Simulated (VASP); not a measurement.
# MnS (R-3m) in VASP: notebook

The runs below take MnS through single point, with PBE.

Everything below comes from runs of VASP 6.6.1. Logs are shortened: lines on timing, memory, paths and dates and some standing lists are left out, and cuts for length are marked.

## 1. The structure

Symmetry: R-3m, No. 166, trigonal system. Conventional cell: a = 3.660 Å, b = 3.660 Å, c = 8.913 Å, α = 90.00°, β = 90.00°, γ = 120.00°. Mn (site symmetry -3m) has 6 S at 2.58 Å as nearest neighbours. S (site symmetry -3m) has 6 Mn at 2.58 Å as nearest neighbours.

The cell is a database's computed one.

## 2. Single point, PBE, collinear spin, ferromagnetic start

Input file INCAR:

```
SYSTEM = MnS
ADDGRID = .False.
ALGO = Normal
EDIFF = 1E-6
ENCUT = 800
GGA = PE
ISIF = 2
ISMEAR = 0
ISPIN = 2
LASPH = .True.
LCHARG = .False.
LMAXMIX = 4
LORBIT = 11
LREAL = .False.
LWAVE = .False.
MAGMOM = 4 0
NELM = 100
PREC = Accurate
SIGMA = 0.05
```

Input file KPOINTS:

```
k-points
0
Gamma
  9 9 9
  0 0 0
```

Input file POSCAR:

```
MnS
1.0
    1.8299960138      1.0565486912      2.9709202777
   -1.8299960138      1.0565486912      2.9709202777
    0.0000000000     -2.1130973823      2.9709202777
Mn S
1 1
Direct
   -0.0003430000      0.0039840000     -0.0109630000
    0.4802460000      0.5015880000      0.5288910000
```

Potentials or basis: VASP PAW PBE potentials, release 64 (Mn_pv, S_h).

Started as:

```sh
cat potpaw_PBE.64/Mn_pv/POTCAR potpaw_PBE.64/S_h/POTCAR > POTCAR
mpirun -np 1 vasp_std > vasp.out
```

OUTCAR:

```text
SYSTEM = MnS
   EDIFF = 1E-6
   ENCUT = 800
   GGA = PE
   ISIF = 2
   ISMEAR = 0
   ISPIN = 2
   LASPH = .True.
   LORBIT = 11
   LREAL = .False.
   NELM = 100
   PREC = Accurate

 Found    365 irreducible k-points:

 Following reciprocal coordinates:
            Coordinates               Weight
  0.000000  0.000000  0.000000      1.000000
  0.111111 -0.000000 -0.000000      2.000000
 -0.000000  0.111111 -0.000000      2.000000
  0.000000  0.000000  0.111111      2.000000
  0.222222  0.000000 -0.000000      2.000000
  0.000000  0.222222 -0.000000      2.000000
   k-points           NKPTS =    365   k-points in BZ     NKDIM =    365   number of bands    NBANDS=     15
   number of dos      NEDOS =    301   number of ions     NIONS =      2
   total plane-waves  NPLWV =  46656
   dimension x,y,z NGX =    36 NGY =   36 NGZ =   36
   dimension x,y,z NGXF=    72 NGYF=   72 NGZF=   72
   ions per type =               1   1
   NGX,Y,Z   is equivalent  to a cutoff of  16.42, 16.42, 16.42 a.u.
   NGXF,Y,Z  is equivalent  to a cutoff of  32.83, 32.83, 32.83 a.u.
 SYSTEM =  MnS
   PREC   = accura    normal or accurate (medium, high low for compatibility)
   ISTART =      0    job   : 0-new  1-cont  2-samecut
   ICHARG =      2    charge: 1-file 2-atom 10-const
   ISPIN  =      2    spin polarized calculation?
   LNONCOLLINEAR =      F non collinear calculations
   LSORBIT =      F    spin-orbit coupling
   LASPH  =      T    aspherical Exc in radial PAW
   ENCUT  =  800.0 eV  58.80 Ry    7.67 a.u.   8.41  8.41  8.41*2*pi/ulx,y,z
   NELM   =    100;   NELMIN=  2; NELMDL= -5     # of ELM steps
   EDIFF  = 0.1E-05   stopping-criterion for ELM
   LREAL  =      F    real-space projection
   EDIFFG = 0.1E-04   stopping-criterion for IOM
   NSW    =      0    number of steps for IOM
   IBRION =     -1    ionic relax: 0-MD 1-quasi-New 2-CG
   NFREE  =      0    steps in history (QN), initial steepest desc. (CG)
   ISIF   =      2    stress and relaxation
   ISYM   =      2    0-nonsym 1-usesym 2-fastsym
   POTIM  = 0.5000    time-step for ionic-motion
   TEBEG  =    0.0;   TEEND  =   0.0 temperature during run
   PSTRESS=    0.0 pullay stress
   NELECT =      19.0000    total number of electrons
   NUPDOWN=      -1.0000    fix difference up-down
   EMIN   =  10.00;   EMAX   =-10.00  energy-range for DOS
   EFERMI =   0.00;   METHOD = LEGACY
   ISMEAR =     0;   SIGMA  =   0.05  broadening in eV -4-tet -1-fermi 0-gaus
   EFERMI_NEDOS =   21; number of points for ismear=-14 and -15
   IALGO  =     38    algorithm
   IMIX   =      4    mixing-type and parameters
     AMIX     =   0.40;   BMIX     =  1.00
     AMIX_MAG =   1.60;   BMIX_MAG =  1.00
  volume/ion in A,a.u.               =      17.23       116.29
  Fermi-wavevector in a.u.,A,eV,Ry     =   1.342349  2.536672 24.516344  1.801900
  Thomas-Fermi vector in A             =   2.470510
   LORBIT       =     11    0 simple, 1 ext, 2 COOP (PROOUT), +10 PAW based schemes
   GGA     = PE    functional components
   LHFCALC =     F    Hartree Fock is set to
   AEXX    =    0.0000 exact exchange contribution
   IVDW    =     0    specifies the selected vdW correction
   LEPSILON=     F    determine dielectric tensor
   LRPA    =     F    only Hartree local field effects (RPA)
 spin polarized calculation
[... 35 lines left out ...]
      7       3.8298      1.00000
      8       3.8948      1.00000
      9       3.9496      1.00000
     10       5.4521      1.00000
     11       5.4726      1.00000
     12       5.5253      1.00000
     13       9.1486      0.00000
     14      15.7187      0.00000
[... 77 lines left out ...]
      2     -43.3968      1.00000
      3     -43.3954      1.00000
      4      -7.0126      1.00000
      5       2.2570      1.00000
      6       3.0136      1.00000
      7       3.0951      1.00000
      8       4.0862      1.00000
      9       4.0939      1.00000
     10       4.6189      1.00000
     11       6.5809      1.00000
     12       6.6040      1.00000
     13      10.8707      0.00000
     14      14.2205      0.00000
     15      14.8035      0.00000

 [... further k-points ...]

 spin component 2

 k-point     1 :       0.0000    0.0000    0.0000
  band No.  band energies     occupation
      1     -38.9181      1.00000
      2     -38.9157      1.00000
      3     -38.9155      1.00000
      4      -7.1993      1.00000
      5       5.4296      1.00000
      6       5.4857      1.00000
      7       5.5064      1.00000
      8       7.5092      0.00000
      9       7.5398      0.00000
     10       7.6187      0.00000
     11       7.6582      0.00000
     12       7.7099      0.00000
     13      10.1764      0.00000
     14      16.6896      0.00000
[... 77 lines left out ...]
      2     -38.9179      1.00000
      3     -38.9164      1.00000
      4      -6.7365      1.00000
      5       3.0677      1.00000
      6       4.5710      1.00000
      7       4.6124      1.00000
      8       7.8083      0.00000
      9       7.8541      0.00000
     10       7.9240      0.00000
     11       8.9931      0.00000
     12       9.0624      0.00000
     13      11.8514      0.00000
     14      15.1185      0.00000
     15      15.8681      0.00000

 [... further k-points ...]

------------------------ aborting loop because EDIFF is reached ----------------------------------------

  FORCE on cell =-STRESS in cart. coord.  units (eV):
  Direction    XX          YY          ZZ          XY          YZ          ZX
  --------------------------------------------------------------------------------------
  -------------------------------------------------------------------------------------
  Total       -0.1935697     -0.2665481     -0.1278644      0.0453140     -0.0249269     -0.0702289
  in kB       -8.9984153    -12.3909422     -5.9439955      2.1065001     -1.1587715     -3.2647083
  external PRESSURE =      -9.1111177 kB  Pullay stress =       0.0000000 kB

 VOLUME and BASIS-vectors are now :
 -----------------------------------------------------------------------------
  energy-cutoff  :      800.00
  volume of cell :       34.47
      direct lattice vectors                 reciprocal lattice vectors
     1.829996014  1.056548691  2.970920278     0.273224639  0.157746319  0.112198680
    -1.829996014  1.056548691  2.970920278    -0.273224639  0.157746319  0.112198680
     0.000000000 -2.113097382  2.970920278     0.000000000 -0.315492638  0.112198680

 POSITION                                       TOTAL-FORCE (eV/Angst)
 -----------------------------------------------------------------------------------
      1.82208     -1.02954      5.92009        -0.100963     -0.316395      0.164066
     -0.03906     -0.08024      4.48824         0.100963      0.316395     -0.164066
 -----------------------------------------------------------------------------------
    total drift:                                0.000028      0.000091     -0.000034

  FREE ENERGIE OF THE ION-ELECTRON SYSTEM (eV)
  ---------------------------------------------------
  free  energy   TOTEN  =       -14.0547560202 eV

  energy  without entropy=      -14.0537670024  energy(sigma->0) =      -14.05426151

 total charge

# of ion       s       p       d       tot
------------------------------------------
    1        0.221   6.173   4.943  11.337
    2        0.811   1.294   0.000   2.105
--------------------------------------------------
tot          1.032   7.467   4.943  13.442

 magnetization (x)

# of ion       s       p       d       tot
------------------------------------------
    1        0.052   0.041   4.120   4.213
    2        0.021   0.047   0.000   0.068
--------------------------------------------------
tot          0.073   0.088   4.120   4.281
```

Wall time 11 min (1 thread of Intel Xeon Platinum 8488C (Sapphire Rapids), shared host); peak memory 0.67 GiB.

The run converged, but some of its settings lie outside the range that counts as converged, so its numbers aren't taken as properties of the crystal.

What came out:

| Property | Result |
| --- | --- |
| Free energy | -14.0548 eV |
| Pressure | -0.9 GPa |
| Largest force | 0.370 eV/Å |
| Band gap on the k mesh | none (metal or under the smearing width) |
| Net moment | 4.66 μB per cell |
| Site moments | Mn +4.21; S +0.07 μB |
| Valence electrons inside the program's atomic spheres | Mn 11.34; S 2.10 |

Caveat: a cell with one magnetic atom can't hold antiferromagnetic order, which such compounds often take; semilocal functionals often make such compounds metallic where correlation or magnetic order opens a gap, which also shifts bond lengths.

## 3. Single point, PBE, collinear spin, ferromagnetic start

Edit INCAR of step 2 so:

```diff
@@ -4,3 +4,3 @@
 EDIFF = 1E-6
-ENCUT = 800
+ENCUT = 600
 GGA = PE
```

Input file KPOINTS:

```
k-points
0
Gamma
  11 11 11
  0 0 0
```

Input file POSCAR:

```
MnS
1.0
    1.8299960138      1.0565486912      2.9709202777
   -1.8299960138      1.0565486912      2.9709202777
    0.0000000000     -2.1130973823      2.9709202777
Mn S
1 1
Direct
    0.0000000000      0.0000000000      0.0000000000
    0.5000000000      0.5000000000      0.5000000000
```

Potentials or basis: VASP PAW PBE potentials, release 64 (Mn_pv, S_h).

Started as:

```sh
cat potpaw_PBE.64/Mn_pv/POTCAR potpaw_PBE.64/S_h/POTCAR > POTCAR
mpirun -np 1 vasp_std > vasp.out
```

OUTCAR:

```text
SYSTEM = MnS
   EDIFF = 1E-6
   ENCUT = 600
   GGA = PE
   ISIF = 2
   ISMEAR = 0
   ISPIN = 2
   LASPH = .True.
   LORBIT = 11
   LREAL = .False.
   NELM = 100
   PREC = Accurate

 Found    146 irreducible k-points:

 Following reciprocal coordinates:
            Coordinates               Weight
  0.000000  0.000000  0.000000      1.000000
  0.090909  0.000000 -0.000000      6.000000
  0.181818  0.000000 -0.000000      6.000000
  0.272727  0.000000 -0.000000      6.000000
  0.363636  0.000000 -0.000000      6.000000
  0.454545  0.000000 -0.000000      6.000000
   k-points           NKPTS =    146   k-points in BZ     NKDIM =    146   number of bands    NBANDS=     15
[... 309 lines left out ...]
 -----------------------------------------------------------------------------
  energy-cutoff  :      600.00
  volume of cell :       34.47
      direct lattice vectors                 reciprocal lattice vectors
     1.829996014  1.056548691  2.970920278     0.273224639  0.157746319  0.112198680
    -1.829996014  1.056548691  2.970920278    -0.273224639  0.157746319  0.112198680
     0.000000000 -2.113097382  2.970920278     0.000000000 -0.315492638  0.112198680

 POSITION                                       TOTAL-FORCE (eV/Angst)
 -----------------------------------------------------------------------------------
      0.00000      0.00000      0.00000         0.000000      0.000000     -0.000000
      0.00000      0.00000      4.45638        -0.000000     -0.000000      0.000000
 -----------------------------------------------------------------------------------
    total drift:                                0.000000      0.000000      0.000000

  FREE ENERGIE OF THE ION-ELECTRON SYSTEM (eV)
  ---------------------------------------------------
  free  energy   TOTEN  =       -14.0745605814 eV

  energy  without entropy=      -14.0731904460  energy(sigma->0) =      -14.07387551

 total charge

# of ion       s       p       d       tot
------------------------------------------
    1        0.219   6.170   4.941  11.329
    2        0.811   1.293   0.000   2.104
--------------------------------------------------
tot          1.030   7.462   4.941  13.433

 magnetization (x)

# of ion       s       p       d       tot
------------------------------------------
    1        0.052   0.040   4.113   4.205
    2        0.021   0.046   0.000   0.066
--------------------------------------------------
tot          0.073   0.086   4.113   4.271
```

It took 2.3 min on 1 thread of Intel Xeon Platinum 8488C (Sapphire Rapids), shared host; peak memory 0.29 GiB.

These settings aren't checked as converged: the numbers below hold their error.

Results:

```yaml
Free_energy: -14.0746 eV
Pressure: -1.8 GPa
Band_gap_on_the_k_mesh: none (metal or under the smearing width)
Net_moment: 4.64 μB per cell
Site_moments: Mn +4.21; S +0.07 μB
Valence_electrons_inside_the_program's_atomic_spheres: Mn 11.33; S 2.10
```

Caveat: a cell with one magnetic atom can't hold antiferromagnetic order, which such compounds often take; semilocal functionals often make such compounds metallic where correlation or magnetic order opens a gap, which also shifts bond lengths.

## 4. For comparison

An earlier run on the cell as given: functional PBE; potentials or basis VASP PAW PBE potentials, release 64 (Mn_pv, S); cutoff 520 eV; k mesh 9 × 9 × 9; occupations fermi-dirac, width 0.05 eV; collinear spin, ferromagnetic start; starting moments [4.0, 0.0] μB.

* Pressure: -1.6 GPa
* Band gap on the k mesh: none (metal or under the smearing width)
* Net moment: 4.66 μB per cell
* Site moments: Mn +4.22; S +0.10 μB
* Valence electrons inside the program's atomic spheres: Mn 11.33; S 3.73
